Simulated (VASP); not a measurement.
# BAs (F-43m) in VASP: a series of runs

The runs below take BAs through single point, relaxation of cell and atoms, with PBEsol.

All numbers are computed with VASP 6.6.1; they aren't measurements. Logs are shortened: lines on timing, memory, paths and dates and some standing lists are left out, and cuts for length are marked.

## 1. The crystal as given

It takes space group F-43m (No. 216, cubic). The conventional cell has a = 4.809 Å, b = 4.809 Å, c = 4.809 Å, α = 90.00°, β = 90.00°, γ = 90.00°. B (site symmetry -43m) is surrounded by 4 As at 2.08 Å. Around As (site symmetry -43m) lie 4 B at 2.08 Å.

## 2. Single point, PBEsol (relaxed again under DFT PBEsol, scalar-relativistic, plane waves, PAW)

INCAR reads:

```
SYSTEM = BAs
PREC = Accurate
ENCUT = 520
EDIFF = 1E-6
ISMEAR = 0
SIGMA = 0.02
LREAL = .False.
LASPH = .True.
NELM = 100
ALGO = Normal
ISIF = 2
LWAVE = .False.
LCHARG = .False.
GGA = PS
NBANDS = 11
```

KPOINTS reads:

```
Automatic mesh
0
Gamma
  10 10 10
  0 0 0
```

POSCAR reads:

```
BAs
1.0
    0.0000000000      2.3838176676      2.3838176676
    2.3838176676      0.0000000000      2.3838176676
    2.3838176676      2.3838176676      0.0000000000
B As
1 1
Direct
    0.0000000000      0.0000000000      0.0000000000
    0.2500000000      0.2500000000      0.2500000000
```

Potentials or basis: VASP PAW PBE potentials, release 64 (B, As).

Launch:

```sh
$ cat potpaw_PBE.64/B/POTCAR potpaw_PBE.64/As/POTCAR > POTCAR
$ mpirun -np 1 vasp_std > vasp.out
```

OUTCAR:

```text
SYSTEM = BAs
   PREC = Accurate
   ENCUT = 520
   EDIFF = 1E-6
   ISMEAR = 0
   LREAL = .False.
   LASPH = .True.
   NELM = 100
   ISIF = 2
   GGA = PS

 ion  position               nearest neighbor table
   1  0.000  0.000  0.000-   2 2.06   2 2.06   2 2.06   2 2.06
   2  0.250  0.250  0.250-   1 2.06   1 2.06   1 2.06   1 2.06

  LATTYP: Found a face centered cubic cell.
 ALAT       =     4.7676353352

  Lattice vectors:

 A1 = (   0.0000000000,   2.3838176676,   2.3838176676)
 A2 = (   2.3838176676,   0.0000000000,   2.3838176676)
 A3 = (   2.3838176676,   2.3838176676,   0.0000000000)

Analysis of symmetry for initial positions (statically):
=====================================================================
 Subroutine PRICEL returns:
 Original cell was already a primitive cell.

 Routine SETGRP: Setting up the symmetry group for a
 face centered cubic supercell.

 Subroutine GETGRP returns: Found 24 space group operations
 (whereof 24 operations were pure point group operations)
 out of a pool of 48 trial point group operations.

The static configuration has the point symmetry T_d .

Analysis of symmetry for dynamics (positions and initial velocities):
=====================================================================
 Subroutine PRICEL returns:
 Original cell was already a primitive cell.

 Routine SETGRP: Setting up the symmetry group for a
 face centered cubic supercell.

 Subroutine GETGRP returns: Found 24 space group operations
 (whereof 24 operations were pure point group operations)
 out of a pool of 48 trial point group operations.

The dynamic configuration has the point symmetry T_d .

 Subroutine INISYM returns: Found 24 space group operations
 (whereof 24 operations are pure point group operations),
 and found     1 'primitive' translations

----------------------------------------------------------------------------------------

                                     Primitive cell

  volume of cell :      27.0925

  direct lattice vectors                    reciprocal lattice vectors
     0.000000000  2.383817668  2.383817668    -0.209747585  0.209747585  0.209747585
     2.383817668  0.000000000  2.383817668     0.209747585 -0.209747585  0.209747585
     2.383817668  2.383817668  0.000000000     0.209747585  0.209747585 -0.209747585

  length of vectors
     3.371227276  3.371227276  3.371227276     0.363293475  0.363293475  0.363293475

  position of ions in fractional coordinates (direct lattice)
     0.000000000  0.000000000  0.000000000
     0.250000000  0.250000000  0.250000000

  ion indices of the primitive-cell ions
   primitive index   ion index
                 1           1
                 2           2

----------------------------------------------------------------------------------------

 KPOINTS: Automatic mesh

Automatic generation of k-mesh.
 Grid dimensions read from file:
 generate k-points for:   10   10   10

 Generating k-lattice:

  Cartesian coordinates                     Fractional coordinates (reciprocal lattice)
    -0.020974759  0.020974759  0.020974759     0.100000000  0.000000000  0.000000000
     0.020974759 -0.020974759  0.020974759     0.000000000  0.100000000  0.000000000
     0.020974759  0.020974759 -0.020974759     0.000000000  0.000000000  0.100000000

  Length of vectors
     0.036329347  0.036329347  0.036329347

  Shift w.r.t. Gamma in fractional coordinates (k-lattice)
     0.000000000  0.000000000  0.000000000

 Subroutine IBZKPT returns following result:
 ===========================================

 Found     47 irreducible k-points:

 Following reciprocal coordinates:
            Coordinates               Weight
  0.000000  0.000000  0.000000      1.000000
  0.100000  0.000000  0.000000      8.000000
  0.200000  0.000000  0.000000      8.000000
  0.300000  0.000000  0.000000      8.000000
  0.400000  0.000000  0.000000      8.000000
  0.500000  0.000000  0.000000      4.000000
[... 16 lines left out ...]
  0.300000  0.300000  0.000000      6.000000
  0.400000  0.300000  0.000000     24.000000
 [... further k-points ...]
   k-points           NKPTS =     47   k-points in BZ     NKDIM =     47   number of bands    NBANDS=     11
   number of dos      NEDOS =    301   number of ions     NIONS =      2
   total plane-waves  NPLWV =  21952
   dimension x,y,z NGX =    28 NGY =   28 NGZ =   28
   dimension x,y,z NGXF=    56 NGYF=   56 NGZF=   56
   ions per type =               1   1
   NGX,Y,Z   is equivalent  to a cutoff of  13.81, 13.81, 13.81 a.u.
   NGXF,Y,Z  is equivalent  to a cutoff of  27.62, 27.62, 27.62 a.u.
 SYSTEM =  BAs
   PREC   = accura    normal or accurate (medium, high low for compatibility)
   ISTART =      0    job   : 0-new  1-cont  2-samecut
   ICHARG =      2    charge: 1-file 2-atom 10-const
   ISPIN  =      1    spin polarized calculation?
   LNONCOLLINEAR =      F non collinear calculations
   LSORBIT =      F    spin-orbit coupling
   LASPH  =      T    aspherical Exc in radial PAW
   ENCUT  =  520.0 eV  38.22 Ry    6.18 a.u.   6.27  6.27  6.27*2*pi/ulx,y,z
   NELM   =    100;   NELMIN=  2; NELMDL= -5     # of ELM steps
   EDIFF  = 0.1E-05   stopping-criterion for ELM
   LREAL  =      F    real-space projection
[... 7 lines left out ...]
   TEBEG  =    0.0;   TEEND  =   0.0 temperature during run
   PSTRESS=    0.0 pullay stress
   NELECT =       8.0000    total number of electrons
   NUPDOWN=      -1.0000    fix difference up-down
   EMIN   =  10.00;   EMAX   =-10.00  energy-range for DOS
   EFERMI =   0.00;   METHOD = LEGACY
   ISMEAR =     0;   SIGMA  =   0.02  broadening in eV -4-tet -1-fermi 0-gaus
   EFERMI_NEDOS =   21; number of points for ismear=-14 and -15
   IALGO  =     38    algorithm
   IMIX   =      4    mixing-type and parameters
     AMIX     =   0.40;   BMIX     =  1.00
     AMIX_MAG =   1.60;   BMIX_MAG =  1.00
  volume/ion in A,a.u.               =      13.55        91.41
  Fermi-wavevector in a.u.,A,eV,Ry     =   1.090156  2.060095 16.169695  1.188439
  Thomas-Fermi vector in A             =   2.226374
   LORBIT       =      0    0 simple, 1 ext, 2 COOP (PROOUT), +10 PAW based schemes
   GGA     = PS    functional components
   LHFCALC =     F    Hartree Fock is set to
   AEXX    =    0.0000 exact exchange contribution
   IVDW    =     0    specifies the selected vdW correction
   LEPSILON=     F    determine dielectric tensor
   LRPA    =     F    only Hartree local field effects (RPA)
 non-spin polarized calculation
 Gauss-broadening in eV      SIGMA  =   0.02
  energy-cutoff  :      520.00
  volume of cell :       27.09
 maximum number of plane-waves:       745
 NGX is ok and might be reduce to    28
   NGX = 13   NGY = 13   NGZ = 13

 number of electron       8.0000000 magnetization

 Free energy of the ion-electron system (eV)
  ---------------------------------------------------
  ext. energy  EPLUGINS =         0.00000000
  ---------------------------------------------------
  free energy    TOTEN  =       -12.20336128 eV

  energy without entropy =      -12.20336128  energy(sigma->0) =      -12.20336128

 E-fermi :   6.2843     XC(G=0): -10.7561

 val. band max:        6.1090637558   @ k =   0.0000   0.0000   0.0000
 cond. band min:       7.1791291904   @ k =   0.4000   0.4000   0.0000
 fundamental gap:      1.0700654346
 Fermi energy:         6.2843405532

 k-point     1 :       0.0000    0.0000    0.0000
  band No.  band energies     occupation
      1      -9.3819      2.00000
      2       6.1091      2.00000
      3       6.1091      2.00000
      4       6.1091      2.00000
      5       9.3563      0.00000
      6       9.3563      0.00000
      7       9.3563      0.00000
      8      10.8657      0.00000
      9      15.4845      0.00000
     10      19.0640      0.00000
     11      19.0640      0.00000

 k-point     2 :       0.1000    0.0000    0.0000
  band No.  band energies     occupation
      1      -9.2165      2.00000
      2       4.6997      2.00000
      3       5.8022      2.00000
      4       5.8022      2.00000
      5       9.5139      0.00000
      6       9.7593      0.00000
      7       9.7593      0.00000
      8      11.7211      0.00000
      9      16.1458      0.00000
     10      17.9395      0.00000
     11      17.9395      0.00000

 k-point     3 :       0.2000    0.0000    0.0000
  band No.  band energies     occupation
      1      -8.7282      2.00000
      2       2.3133      2.00000
      3       5.2208      2.00000
      4       5.2208      2.00000
      5       9.3063      0.00000
      6      10.4803      0.00000
      7      10.4803      0.00000
      8      13.3058      0.00000
      9      17.1600      0.00000
     10      17.2061      0.00000
     11      17.2061      0.00000

 k-point     4 :       0.3000    0.0000    0.0000
  band No.  band energies     occupation
      1      -7.9529      2.00000
      2       0.0014      2.00000
      3       4.7088      2.00000
      4       4.7088      2.00000
      5       9.0380      0.00000
      6      10.8729      0.00000
      7      10.8729      0.00000
      8      14.5089      0.00000
      9      17.2962      0.00000
     10      17.6635      0.00000
     11      17.6635      0.00000
[... 239 lines left out ...]
 k-point    22 :      -0.2000    0.2000    0.0000
  band No.  band energies     occupation
      1      -7.6874      2.00000
      2       0.6074      2.00000
      3       1.9722      2.00000
      4       4.8025      2.00000
      5      10.0231      0.00000
      6      11.2102      0.00000
      7      12.0814      0.00000
      8      13.0746      0.00000
      9      15.9091      0.00000
     10      18.6291      0.00000
     11      20.2429      0.00000

 k-point    23 :       0.3000    0.3000    0.0000
  band No.  band energies     occupation
      1      -7.4506      2.00000
      2       0.8877      2.00000
      3       2.8775      2.00000
      4       2.8775      2.00000
      5       7.4132      0.00000
      6       9.6617      0.00000
      7      14.5757      0.00000
      8      14.5757      0.00000
      9      17.1034      0.00000
     10      21.0751      0.00000
     11      21.2212      0.00000

 k-point    24 :       0.4000    0.3000    0.0000
  band No.  band energies     occupation
      1      -6.7159      2.00000
      2      -0.3676      2.00000
      3       2.0747      2.00000
      4       2.5783      2.00000
      5       7.7125      0.00000
      6       9.4027      0.00000
      7      14.9533      0.00000
      8      15.1887      0.00000
      9      18.1489      0.00000
     10      21.8685      0.00000
     11      21.9904      0.00000

 [... further k-points ...]
[... 5 lines left out ...]
  --------------------------------------------------------------------------------------
  -------------------------------------------------------------------------------------
  Total        0.1518451      0.1518451      0.1518451     -0.0000000     -0.0000000      0.0000000
  in kB        8.9797074      8.9797074      8.9797074     -0.0000000     -0.0000000      0.0000000
  external PRESSURE =       8.9797074 kB  Pullay stress =       0.0000000 kB

 VOLUME and BASIS-vectors are now :
 -----------------------------------------------------------------------------
  energy-cutoff  :      520.00
  volume of cell :       27.09
      direct lattice vectors                 reciprocal lattice vectors
     0.000000000  2.383817668  2.383817668    -0.209747585  0.209747585  0.209747585
     2.383817668  0.000000000  2.383817668     0.209747585 -0.209747585  0.209747585
     2.383817668  2.383817668  0.000000000     0.209747585  0.209747585 -0.209747585

 POSITION                                       TOTAL-FORCE (eV/Angst)
 -----------------------------------------------------------------------------------
      0.00000      0.00000      0.00000         0.000000     -0.000000      0.000000
      1.19191      1.19191      1.19191        -0.000000      0.000000     -0.000000
 -----------------------------------------------------------------------------------
    total drift:                               -0.000000     -0.000000     -0.000000

  FREE ENERGIE OF THE ION-ELECTRON SYSTEM (eV)
  ---------------------------------------------------
  free  energy   TOTEN  =       -12.2033612782 eV

  energy  without entropy=      -12.2033612782  energy(sigma->0) =      -12.20336128
```

Run time: 14 s. Hardware: 1 thread of Intel Xeon Platinum 8488C (Sapphire Rapids), shared host; peak memory 0.15 GiB.

Results:

```
Free energy            : -12.2034 eV
Pressure               : 0.9 GPa
Band gap on the k mesh : 1.07 eV, indirect (least direct gap 3.25 eV)
```

Levels at points of the mesh, in eV from the valence-band top:
```
           k point  band 2  band 3  band 4  band 5  band 6  band 7
(0.00, 0.00, 0.00)    0.00    0.00    0.00    3.25    3.25    3.25
(0.50, 0.00, 0.00)   -8.88   -1.84   -1.84    2.69    4.73    4.73
(0.50, 0.50, 0.00)   -8.57   -4.13   -4.13    1.31    1.33   11.40
```

Caveat: the PAW data sets were made with another functional, which shifts forces and pressure a little.

[end of part 1 of 2]
